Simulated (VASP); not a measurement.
Runs of VASP 6.6.1 on NiSb (Breithauptite). It takes space group P6_3/mmc (No. 194, hexagonal). The conventional cell has a = 3.928 Å, b = 3.928 Å, c = 5.120 Å, α = 90.00°, β = 90.00°, γ = 120.00°. Sb (site symmetry -6m2) has 6 Ni at 2.60 Å as nearest neighbours. Ni (site symmetry -3m) is surrounded by 2 Ni at 2.56 Å and 6 Sb at 2.60 Å. 

```tsv
task	level	potentials or basis	spin	cell	cutoff (eV)	smearing	gap on the mesh (eV)	pressure (GPa)	moment (μB)
single point	PBE	VASP PAW PBE potentials, release 64 (Sb, Ni)	collinear, ferromagnetic start	as given	520	fermi-dirac 0.05 eV	none	3.6	0.00
single point	PBE	VASP PAW PBE potentials, release 54 (Sb, Ni)	collinear, ferromagnetic start	as given	520	gaussian 0.02 eV	none	(a)	0.00
relaxation of cell and atoms	PBEsol+D3	VASP PAW PBE potentials, release 64 (Sb, Ni_pv)	collinear, random start	relaxed	600	gaussian 0.05 eV	none	0.0	0.00
single point	RPBE	VASP PAW PBE potentials, release 64 (Sb, Ni)	collinear, ferromagnetic start	as given	500	gaussian 0.1 eV	none	6.4	0.00
```

Alike in all rows: k mesh 8 × 8 × 5.

Question: Fill in the values left out.

Answer: (a) 3.5.

Caveats: the PAW data sets were made with another functional, which shifts forces and pressure a little (some runs); pairwise dispersion overbinds metals, which lowers pressure and volume (some runs).

A k mesh can miss the band edges, and the runs leave out spin-orbit coupling on Sb.

A gap of «none» marks a metal or a gap under the smearing width.

Not every run made on this cell is shown here.
